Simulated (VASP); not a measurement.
## SrCl2: Cl into a neighbouring Cl vacancy

Aim: the barrier for one hop in SrCl2: Cl into a neighbouring Cl vacancy. The start is a cell from a database of measured crystal structures.

Main program and level: VASP 6.6.1; PBEsol; plane waves and PAW (Sr_sv, Cl).

## Step 1: The host crystal

Symmetry: Fm-3m, No. 225, cubic system. Conventional cell: a = 6.977 Å, b = 6.977 Å, c = 6.977 Å, α = 90.00°, β = 90.00°, γ = 90.00°. Nearest to Sr lie 8 Cl at 3.02 Å. Nearest to Cl lie 4 Sr at 3.02 Å. Farther neighbours and most contacts between anions are not listed.

Structure file:

```cif
data_structure
_symmetry_space_group_name_H-M 'P 1'
_symmetry_Int_Tables_number 1
_cell_length_a 4.9333
_cell_length_b 4.9333
_cell_length_c 4.9333
_cell_angle_alpha 60.000
_cell_angle_beta 60.000
_cell_angle_gamma 60.000
_cell_volume 84.90
loop_
_atom_site_label
_atom_site_type_symbol
_atom_site_fract_x
_atom_site_fract_y
_atom_site_fract_z
_atom_site_occupancy
Sr1 Sr 0.00000 0.00000 0.00000 1
Cl2 Cl 0.75000 0.75000 0.75000 1
Cl3 Cl 0.25000 0.25000 0.25000 1
```

## Step 2: Relax the host

The later steps need the crystal at this functional's own lattice; a raised cutoff keeps the stress reliable while the cell changes.

INCAR

```
SYSTEM = SrCl2
PREC = Accurate
ENCUT = 350
EDIFF = 1E-06
NELM = 120
ISMEAR = 0
SIGMA = 0.1
LREAL = .FALSE.
ALGO = Normal
GGA = PS
NBANDS = 18
LORBIT = 11
LWAVE = .FALSE.
LCHARG = .FALSE.
KPAR = 6
IBRION = 2
NSW = 40
ISIF = 3
EDIFFG = -0.02
POTIM = 0.4
```

POSCAR

```
SrCl2
1.0
    0.0000000000      3.4883500000      3.4883500000
    3.4883500000      0.0000000000      3.4883500000
    3.4883500000      3.4883500000      0.0000000000
Sr Cl
1 2
Direct
    0.0000000000      0.0000000000      0.0000000000
    0.7500000000      0.7500000000      0.7500000000
    0.2500000000      0.2500000000      0.2500000000
```

KPOINTS

```
Automatic mesh
0
Gamma
5 5 5
0 0 0
```

The projector-augmented-wave data sets are Sr_sv and Cl (PBE family, release 64).

The run is started by

```console
mpirun -np 6 vasp_std
```

The program printed:

```text
[banner, memory and clock lines left out]
running    6 mpi-ranks, on    1 nodes
 distrk:  each k-point on    1 cores,    6 groups
 distr:  one band on    1 cores,    1 groups

 POSCAR found type information on POSCAR SrCl
 POSCAR found :  2 types and       3 ions
|                                                                             |
|           W    W    AA    RRRRR   N    N  II  N    N   GGGG   !!!           |
|           W    W   A  A   R    R  NN   N  II  NN   N  G    G  !!!           |
|           W    W  A    A  R    R  N N  N  II  N N  N  G       !!!           |
|           W WW W  AAAAAA  RRRRR   N  N N  II  N  N N  G  GGG   !            |
|           WW  WW  A    A  R   R   N   NN  II  N   NN  G    G                |
|           W    W  A    A  R    R  N    N  II  N    N   GGGG   !!!           |
|                                                                             |
|     For optimal performance we recommend to set                             |
|       NCORE = 2 up to number-of-cores-per-socket                            |
|     NCORE specifies how many cores store one orbital (NPAR=cpu/NCORE).      |
|     This setting can greatly improve the performance of VASP for DFT.       |
|     The default, NCORE=1 might be grossly inefficient on modern             |
|     multi-core architectures or massively parallel machines. Do your        |
|     Unfortunately you need to use the default for GW and RPA                |
|     calculations (for HF NCORE is supported but not extensively tested      |
|     yet).                                                                   |
|                                                                             |

|                                                                             |
|               ----> ADVICE to this user running VASP <----                  |
|                                                                             |
|     You enforced a specific xc type in the INCAR file but a different       |
|     [... a line on the potential file left out ...]
|     I HOPE YOU KNOW WHAT YOU ARE DOING!                                     |
|                                                                             |

 LDA part: xc-table for (Slater+PW92), standard interpolation
 POSCAR, INCAR and KPOINTS ok, starting setup
 FFT: planning ... GRIDC
 FFT: planning ... GRID_SOFT
 FFT: planning ... GRID
 WAVECAR not read
 entering main loop
       N       E                     dE             d eps       ncg     rms          rms(c)
DAV:   1     0.119409709739E+03    0.11941E+03   -0.92906E+03   360   0.880E+02
DAV:   2    -0.625791528113E+01   -0.12567E+03   -0.12282E+03   476   0.199E+02
DAV:   3    -0.133227480812E+02   -0.70648E+01   -0.70484E+01   468   0.498E+01
DAV:   4    -0.135605775557E+02   -0.23783E+00   -0.23770E+00   592   0.799E+00
DAV:   5    -0.135636190297E+02   -0.30415E-02   -0.30409E-02   502   0.784E-01    0.139E+01
DAV:   6    -0.133291328889E+02    0.23449E+00   -0.50704E-01   422   0.394E+00    0.880E+00
DAV:   7    -0.133322125178E+02   -0.30796E-02   -0.30325E-01   486   0.332E+00    0.156E+00
DAV:   8    -0.133344694262E+02   -0.22569E-02   -0.48272E-02   452   0.117E+00    0.298E-01
DAV:   9    -0.133361317949E+02   -0.16624E-02   -0.17480E-03   506   0.251E-01    0.100E-01
DAV:  10    -0.133372737094E+02   -0.11419E-02   -0.81872E-04   426   0.143E-01    0.308E-02
DAV:  11    -0.133374586117E+02   -0.18490E-03   -0.18053E-04   490   0.620E-02    0.331E-02
DAV:  12    -0.133374801458E+02   -0.21534E-04   -0.28942E-05   414   0.247E-02    0.658E-03
DAV:  13    -0.133374817597E+02   -0.16139E-05   -0.21661E-06   468   0.737E-03    0.394E-03
DAV:  14    -0.133374819674E+02   -0.20771E-06   -0.81093E-07   356   0.443E-03
   1 F= -.13337482E+02 E0= -.13337482E+02  d E =-.133375E+02
 curvature:   0.00 expect dE= 0.000E+00 dE for cont linesearch  0.000E+00
 trial: gam= 0.00000 g(F)=  0.129E-48 g(S)=  0.880E-02 ort = 0.000E+00 (trialstep = 0.100E+01)
 search vector abs. value=  0.880E-02
 bond charge predicted
       N       E                     dE             d eps       ncg     rms          rms(c)
DAV:   1    -0.133912850287E+02   -0.53803E-01   -0.10723E+00   488   0.680E+00    0.156E+00
DAV:   2    -0.133514562961E+02    0.39829E-01   -0.10035E-01   430   0.182E+00    0.548E-01
DAV:   3    -0.133426222036E+02    0.88341E-02   -0.25807E-02   644   0.907E-01    0.414E-01
DAV:   4    -0.133427325124E+02   -0.11031E-03   -0.13773E-03   660   0.204E-01    0.292E-01
DAV:   5    -0.133430834370E+02   -0.35092E-03   -0.14373E-03   660   0.176E-01    0.527E-02
DAV:   6    -0.133430608941E+02    0.22543E-04   -0.75292E-05   548   0.607E-02    0.142E-02
DAV:   7    -0.133430625225E+02   -0.16284E-05   -0.15186E-05   514   0.143E-02    0.595E-03
DAV:   8    -0.133430640640E+02   -0.15415E-05   -0.50474E-07   332   0.539E-03    0.169E-03
DAV:   9    -0.133430642594E+02   -0.19544E-06   -0.23520E-07   370   0.297E-03
   2 F= -.13343064E+02 E0= -.13343064E+02  d E =-.558229E-02
 trial-energy change:   -0.005582  1 .order   -0.005564   -0.008796   -0.002332
 step:   1.3526(harm=  1.3608)  dis= 0.00000  next Energy=   -13.343476 (dE=-0.599E-02)
 bond charge predicted
       N       E                     dE             d eps       ncg     rms          rms(c)
DAV:   1    -0.133494698651E+02   -0.64058E-02   -0.13358E-01   472   0.240E+00    0.553E-01
DAV:   2    -0.133445266066E+02    0.49433E-02   -0.12595E-02   454   0.640E-01    0.198E-01
DAV:   3    -0.133434069138E+02    0.11197E-02   -0.32166E-03   646   0.319E-01    0.157E-01
DAV:   4    -0.133434264734E+02   -0.19560E-04   -0.17255E-04   660   0.726E-02    0.109E-01
DAV:   5    -0.133434787410E+02   -0.52268E-04   -0.20011E-04   668   0.662E-02    0.167E-02
DAV:   6    -0.133434745901E+02    0.41509E-05   -0.12042E-05   598   0.235E-02    0.526E-03
DAV:   7    -0.133434749191E+02   -0.32899E-06   -0.17993E-06   378   0.550E-03
   3 F= -.13343475E+02 E0= -.13343475E+02  d E =-.599295E-02
 curvature:  -0.68 expect dE=-0.487E-07 dE for cont linesearch -0.487E-07
 trial: gam= 0.00000 g(F)=  0.702E-47 g(S)=  0.716E-07 ort =-0.251E-04 (trialstep = 0.107E+01)
 search vector abs. value=  0.717E-07
 reached required accuracy - stopping structural energy minimisation
```

Elapsed: 5.4 s, on 6 MPI ranks of Intel Xeon 6975P-C (Granite Rapids), shared host; peak memory 0.98 GiB; 29 s of CPU time.

Lines that name or quote the potential files are left out of all logs, and their timing lines are given in words.

Parts of OUTCAR (step 2):

```text
ion  position               nearest neighbor table
   1  0.000  0.000  0.000-   2 3.02   2 3.02   2 3.02   2 3.02   3 3.02   3 3.02   3 3.02   3 3.02

  LATTYP: Found a face centered cubic cell.
 ALAT       =     6.9767000000

 Subroutine GETGRP returns: Found 48 space group operations
 (whereof 48 operations were pure point group operations)

The static configuration has the point symmetry O_h .

 Found     10 irreducible k-points:

   k-points           NKPTS =     10   k-points in BZ     NKDIM =     10   number of bands    NBANDS=     18

   dimension x,y,z NGX =    30 NGY =   30 NGZ =   30
   dimension x,y,z NGXF=    60 NGYF=   60 NGZF=   60

   ENCUT  =  350.0 eV  25.72 Ry    5.07 a.u.   7.53  7.53  7.53*2*pi/ulx,y,z

   NELECT =      24.0000    total number of electrons

 k-points in reciprocal lattice and weights: Automatic mesh
   0.00000000  0.00000000  0.00000000       0.008
   0.20000000  0.00000000  0.00000000       0.064
   0.40000000  0.00000000  0.00000000       0.064
   0.20000000  0.20000000  0.00000000       0.048
   0.40000000  0.20000000  0.00000000       0.192
  -0.40000000  0.20000000  0.00000000       0.192
  -0.20000000  0.20000000  0.00000000       0.096
   0.40000000  0.40000000  0.00000000       0.048
  -0.40000000  0.40000000  0.00000000       0.096
  -0.40000000  0.40000000  0.20000000       0.192

 average (electrostatic) potential at core
       1 -38.2507       2 -93.1736       3 -93.1736

 E-fermi :   0.7442

 k-point     1 :       0.0000    0.0000    0.0000
  band No.  band energies     occupation
    ...
      8      -2.0088      2.00000
      9      -2.0088      2.00000
     10      -0.1026      2.00000
     11      -0.1026      2.00000
     12      -0.1026      2.00000
     13       5.4739      0.00000
     14       6.2105      0.00000
     15       6.2105      0.00000
     16       9.1683      0.00000
     17       9.1683      0.00000
    ...

 k-point     2 :       0.2000    0.0000    0.0000
  band No.  band energies     occupation
    ...
      8      -1.8570      2.00000
      9      -1.7315      2.00000
     10      -0.5529      2.00000
     11      -0.3259      2.00000
     12      -0.3259      2.00000
     13       6.3024      0.00000
     14       6.5164      0.00000
     15       6.5164      0.00000
     16       8.0579      0.00000
     17       8.9385      0.00000
    ...

 k-point     3 :       0.4000    0.0000    0.0000
  band No.  band energies     occupation
    ...
      8      -1.5167      2.00000
      9      -1.3379      2.00000
     10      -1.1189      2.00000
     11      -0.7484      2.00000
     12      -0.7484      2.00000
     13       6.8466      0.00000
     14       6.8466      0.00000
     15       7.2581      0.00000
     16       8.5133      0.00000
     17       8.8934      0.00000
    ...

  Total        0.0013617      0.0013617      0.0013617      0.0000000      0.0000000     -0.0000000
  in kB        0.0263500      0.0263500      0.0263500      0.0000000      0.0000000     -0.0000000
  external PRESSURE =       0.0263500 kB  Pullay stress =       0.0000000 kB

  energy-cutoff  :      350.00
  volume of cell :       82.80
      direct lattice vectors                 reciprocal lattice vectors
    -0.000000000  3.459370736  3.459370736    -0.144534957  0.144534957  0.144534957
     3.459370736  0.000000000  3.459370736     0.144534957 -0.144534957  0.144534957
     3.459370736  3.459370736  0.000000000     0.144534957  0.144534957 -0.144534957

 POSITION                                       TOTAL-FORCE (eV/Angst)
 -----------------------------------------------------------------------------------
      0.00000      0.00000      0.00000        -0.000000     -0.000000     -0.000000
      5.18906      5.18906      5.18906         0.000000      0.000000      0.000000
      1.72969      1.72969      1.72969        -0.000000     -0.000000     -0.000000
 -----------------------------------------------------------------------------------
    total drift:                                0.000000     -0.000000     -0.000000

  FREE ENERGIE OF THE ION-ELECTRON SYSTEM (eV)
  ---------------------------------------------------
  free  energy   TOTEN  =       -13.3434749191 eV

  energy  without entropy=      -13.3434749191  energy(sigma->0) =      -13.34347492

 reached required accuracy - stopping structural energy minimisation

 total charge
# of ion       s       p       d       tot
------------------------------------------
    1        1.997   5.737   0.165   7.899
    2        1.582   3.552   0.000   5.134
    3        1.582   3.552   0.000   5.134
--------------------------------------------------
tot          5.161  12.841   0.165  18.167

[... 3 further parts left out ...]
```

CONTCAR:

```
SrCl2
   1.00000000000000
    -0.0000000000000000    3.4593707356348395    3.4593707356348395
     3.4593707356348395    0.0000000000000000    3.4593707356348395
     3.4593707356348395    3.4593707356348395    0.0000000000000000
  Sr              Cl
     1     2
Direct
     0.0000000000000000    0.0000000000000000    0.0000000000000000
     0.7500000000000000    0.7500000000000000    0.7500000000000000
     0.2500000000000000    0.2500000000000000    0.2500000000000000
```

The gap is read on the k-mesh alone, so it is an upper bound where the band edges lie off the mesh. The PAW data sets were made with PBE, which is usual practice but a small mismatch for other functionals. The run keeps the 48 symmetry operations of its start, so it cannot find a distortion of lower symmetry.

Step by step:

| step | energy less that of the first step (eV) | largest force (eV/Å) | pressure (GPa) | volume (Å³) |
| --- | --- | --- | --- | --- |
| 1 | 0.0000 | 0.0000 | -0.90 | 84.90 |
| 2 | -0.0056 | 0.0000 | -0.24 | 83.34 |
| 3 | -0.0060 | 0.0000 | 0.00 | 82.80 |

| conventional cell, symmetrised | before | after | change |
| --- | --- | --- | --- |
| a (Å) | 6.977 | 6.919 | -0.8 % |
| b (Å) | 6.977 | 6.919 | -0.8 % |
| c (Å) | 6.977 | 6.919 | -0.8 % |
| volume (Å³/atom) | 28.30 | 27.60 | -2.5 % |

The relaxed structure:

```cif
data_structure
_symmetry_space_group_name_H-M 'P 1'
_symmetry_Int_Tables_number 1
_cell_length_a 4.8923
_cell_length_b 4.8923
_cell_length_c 4.8923
_cell_angle_alpha 60.000
_cell_angle_beta 60.000
_cell_angle_gamma 60.000
_cell_volume 82.80
loop_
_atom_site_label
_atom_site_type_symbol
_atom_site_fract_x
_atom_site_fract_y
_atom_site_fract_z
_atom_site_occupancy
Sr1 Sr 0.00000 0.00000 0.00000 1
Cl2 Cl 0.75000 0.75000 0.75000 1
Cl3 Cl 0.25000 0.25000 0.25000 1
```

Numbers from this step:

| Item | Value |
| --- | --- |
| electronic cycles | 30 |
| electrons | 24 |
| free energy (TOTEN) | -13.34 eV |
| Fermi energy | 0.7442 eV |
| metallic | no |
| gap on the k-mesh | 5.298 eV |
| least direct gap on the k-mesh | 5.577 eV |

The run ended after 3 ionic steps, 0.006 eV below its first step, once forces and stress met EDIFFG = -0.02.

(Continued in part 2 of 7.)

[Lines on the potential files, build, host, timing and source positions are cut from VASP's logs without a mark.]

[Logs are printed without paths, hosts, clocks, repeated set-up lines and the standing remarks that a program may print on its own settings, such as how far it seeks lower states.]

[Hosts, paths, dates, database ids (printed as entryN), source tags and the programs' standing remarks are cut or masked in the printed files.]

[Runs that stopped without an error message from VASP are left out.]
